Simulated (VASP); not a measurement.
## CdO: band structure with PBE

CdO:

```
CELL_PARAMETERS angstrom
0.00000 2.39145 2.39145
2.39145 0.00000 2.39145
2.39145 2.39145 0.00000
ATOMIC_POSITIONS crystal
Cd 0.00000 0.00000 0.00000
O 0.50000 0.50000 0.50000
```

* Program: VASP 6.6.1
* Task: band structure
* Functional: PBE
* Potentials or basis: VASP PAW PBE potentials, release 64 (Cd, O)
* Cutoff: 520 eV
* k mesh: 12 × 12 × 12
* Occupations: gaussian, width 0.02 eV
* Spin: no spin polarisation
* Further INCAR settings: ALGO = Normal; EDIFF = 1e-07; AMIX = 0.2

```yaml
Pressure: 0.0 GPa
Band_gap_along_the_path: none (metal or under the smearing width)
```

Levels at the corners of the path, in eV from the Fermi level:
| point | band 7 | band 8 | band 9 | band 10 | band 11 | band 12 |
| --- | --- | --- | --- | --- | --- | --- |
| Γ | -1.15 | -1.15 | -1.15 | -0.54 | 14.89 | 16.65 |
| X | -3.97 | -2.07 | -2.07 | 3.65 | 8.31 | 11.01 |
| X | -3.97 | -2.07 | -2.07 | 3.65 | 8.31 | 11.01 |
| W | -2.76 | -2.76 | -1.78 | 5.67 | 8.73 | 8.73 |
| W | -2.76 | -2.76 | -1.78 | 5.67 | 8.73 | 8.73 |
| K | -3.16 | -2.70 | -1.15 | 5.14 | 8.39 | 8.43 |
| K | -3.16 | -2.70 | -1.15 | 5.14 | 8.39 | 8.43 |
| Γ | -1.15 | -1.15 | -1.15 | -0.54 | 14.89 | 16.65 |
| Γ | -1.15 | -1.15 | -1.15 | -0.54 | 14.89 | 16.65 |
| L | -3.70 | -0.02 | -0.02 | 4.40 | 6.93 | 11.67 |
| L | -3.70 | -0.02 | -0.02 | 4.40 | 6.93 | 11.67 |
| U | -3.16 | -2.70 | -1.15 | 5.14 | 8.39 | 8.43 |
| U | -3.16 | -2.70 | -1.15 | 5.14 | 8.39 | 8.43 |
| W | -2.76 | -2.76 | -1.78 | 5.67 | 8.73 | 8.73 |
| W | -2.76 | -2.76 | -1.78 | 5.67 | 8.73 | 8.73 |
| L | -3.70 | -0.02 | -0.02 | 4.40 | 6.93 | 11.67 |
| L | -3.70 | -0.02 | -0.02 | 4.40 | 6.93 | 11.67 |
| K | -3.16 | -2.70 | -1.15 | 5.14 | 8.39 | 8.43 |
| U | -3.16 | -2.70 | -1.15 | 5.14 | 8.39 | 8.43 |
| X | -3.97 | -2.07 | -2.07 | 3.65 | 8.31 | 11.01 |

Wall time 55 s on 1 thread of Intel(R) Xeon(R) Platinum 8375C CPU @ 2.90GHz (Ice Lake), on a shared host, peak memory 0.19 GiB.

Caveat: this crystal is a semiconductor, whose small gap the functional closes, so the metal is an error of the method.
